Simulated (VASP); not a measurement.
Input of a VASP 6.6.1 run:

Contents of POSCAR:

```
CdTe
1.0
    0.0000000000      3.2799012126      3.2799012126
    3.2799012126      0.0000000000      3.2799012126
    3.2799012126      3.2799012126      0.0000000000
Cd Te
1 1
Direct
    0.0000000000      0.0000000000      0.0000000000
    0.2500000000      0.2500000000      0.2500000000
```

The input INCAR.step1:

```
PREC = Accurate
ENCUT = 520
EDIFF = 1E-5
ISMEAR = 0
SIGMA = 0.01
LREAL = False
LASPH = True
NELM = 60
ALGO = Normal
ISIF = 2
LWAVE = True
LCHARG = False
NBANDS = 16
GGA = PE
```

Contents of INCAR.step2:

```
PREC = Accurate
ENCUT = 520
EDIFF = 1E-6
ISMEAR = 0
SIGMA = 0.01
LREAL = False
LASPH = True
NELM = 60
ALGO = Normal
ISIF = 2
LWAVE = False
LCHARG = False
GGA = PE
LHFCALC = True
HFSCREEN = 0.2079
PRECFOCK = Normal
NBANDS = 16
ISTART = 1
```

Contents of KPOINTS:

```
regular mesh
0
Gamma
  4 4 4
```

Potentials or basis: VASP PAW PBE potentials, release 64 (Cd, Te).

Launch:

```sh
$ cat potpaw_PBE.64/Cd/POTCAR potpaw_PBE.64/Te/POTCAR > POTCAR
$ cp INCAR.step1 INCAR
$ mpirun -np 1 vasp_std > vasp.out
$ cp INCAR.step2 INCAR
$ mpirun -np 1 vasp_std > vasp.out
```

What does it give for the band gap on the k mesh?

1.44 eV.

Estimate the pressure.

0.2 GPa.

Caveat: the PAW data sets were made with another functional, which shifts forces and pressure a little; spin-orbit coupling is left out, which moves the levels of the heavy elements.

**The experiment to reproduce.**

From a printed reference work, data compilation, for a bulk crystal of CdTe at 0 K: band gap 1.607 eV.

Measured gap of CdTe: 1.607 eV (0 K; a printed reference work, data compilation). This calculation gives 1.44 eV (-0.16 eV). Spin-orbit coupling on Cd, Te is left out. The value is that of HSE06, without temperature or zero-point motion.
